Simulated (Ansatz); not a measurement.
Abridged output of a molecular run in Ansatz:

```
Functional definition: HF
1320 factors; integrals over basis functions are off by at most 1.5e-3 eV
mean field evaluation 1: about -7773.0380 eV, gradient 4.2e1 eV
mean field evaluation 2: about -7773.2213 eV, gradient 4.2e1 eV
mean field evaluation 4: about -7777.4589 eV, gradient 5.7e0 eV
mean field evaluation 8: about -7777.5639 eV, gradient 4.5e-1 eV
mean field evaluation 16: about -7777.5657 eV, gradient 1.3e-6 eV
mean field -7777.56569276 eV, -285.8202673854 hartree, gradient 1.3e-6 eV, S^2 0.000000; 0 other end points of the search recorded, 0 dependent functions left out
6 core orbitals not correlated: weight in the atoms' cores, before any rotation towards them, 1.000 or more for the frozen orbitals, at most 0.000 for the correlated occupied ones
reference -7777.56569276 eV, -285.8202673854 hartree; 18, 18 occupied and 105, 105 virtual orbitals, 1320 factors
second order -24.73189493 eV of doubles, -0.00000000 eV of singles
cycle   1  -25.43176354 eV  change   -7.0e-1 eV  update   1.2e-1
cycle   2  -26.09740547 eV  change   -6.7e-1 eV  update   3.6e-2
cycle   3  -26.28272504 eV  change   -1.9e-1 eV  update   2.0e-2
cycle   4  -26.27875583 eV  change    4.0e-3 eV  update   4.9e-3
cycle   5  -26.27631959 eV  change    2.4e-3 eV  update   2.0e-3
cycle   6  -26.27656476 eV  change   -2.5e-4 eV  update   6.7e-4
cycle   7  -26.27607654 eV  change    4.9e-4 eV  update   2.1e-4
cycle   8  -26.27598919 eV  change    8.7e-5 eV  update   7.8e-5
cycle   9  -26.27600671 eV  change   -1.8e-5 eV  update   3.4e-5
perturbative correction -0.83484032 eV, -0.0306798160 hartree
Total energy: -7804.67653979 eV, -286.8165726376 hartree
```

Its atoms:

Z-matrix (Å, degrees):
```
C
C 1 1.511
H 1 1.092 2 111.9
H 1 1.092 2 111.8 3 -121.2
H 1 1.087 2 107.2 3 119.4
O 2 1.218 1 120.6 3 -119.7
N 2 1.363 1 117.5 3 60.4
C 7 1.441 2 119.3 1 -179.8
C 7 1.438 2 125.2 1 -0.3
H 8 1.095 7 110.6 2 119.8
H 8 1.095 7 110.6 2 -120.4
H 8 1.087 7 108.6 2 -0.3
H 9 1.086 7 111.4 2 1.5
H 9 1.096 7 110.6 2 121.8
H 9 1.096 7 110.8 2 -118.9
```

Question: Which basis set was used?
A. def2-SVP
B. def2-QZVPP
C. def2-TZVPP
D. cc-pV(Q+d)Z

Answer: A. It gives 129 functions.

Question: Write the keys of the input that set method, charge and spin (a neutral closed shell needs none for the last two).

Answer: 
```yaml
correlation: {method: ccsd_t}
```
